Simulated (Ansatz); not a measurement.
NbAs under changes of volume

One of the cells (17.395 Å³/atom); the others are scaled copies at fixed shape and fractional positions:

```xyz
4
Lattice="-1.7259 1.7259 5.8400 1.7259 -1.7259 5.8400 1.7259 1.7259 -5.8400" Properties=species:S:1:pos:R:3 pbc="T T T"
Nb    0.0000    1.7259    0.0000
Nb    0.0000    0.0000    8.7600
As    0.0000    1.7259    4.8589
As    0.0000    0.0000    1.9389
```

```yaml
Program: Ansatz 0.2.0
Functional: PBEsol
Potentials_or_basis: Ansatz PAW
Cutoff: "420 eV (not typed: the program's choice for these potentials)"
k_mesh: 11 × 11 × 11
Occupations: fermi-dirac, width 0.05 eV
Spin: no spin polarisation
```

```csv
volume (Å³/atom),energy over the lowest point (meV/atom),pressure (GPa),largest force (eV/Å)
16.351,22.88,9.6,0.372
16.699,6.88,5.2,0.342
17.047,0.00,1.2,0.314
17.395,1.29,-2.3,0.288
17.743,?,?,?
18.091,25.09,-8.4,0.241
18.438,46.14,-10.9,0.220
```

What does the run at 17.743 Å³/atom give?

Energy over the lowest point 9.91 meV/atom; pressure -5.5 GPa; largest force 0.264 eV/Å.

Worked out: A Birch-Murnaghan fit of order 3 (a polynomial in V^(-2/3)) to the other rows has its minimum at 17.16 Å³/atom with B0 = V·E''(V) = 179 GPa and B' = 4.3 at fixed shape and positions, which overstates the stiffness. It gives 9.90 meV/atom at 17.743 Å³/atom, against the run's 9.91, and -dE/dV = -5.5 GPa, against -5.5.

Energies are extrapolated to zero smearing.

Caveats: the PAW data sets come from PBE, with cores solved anew for the run's functional, which leaves a small shift of forces and pressure.
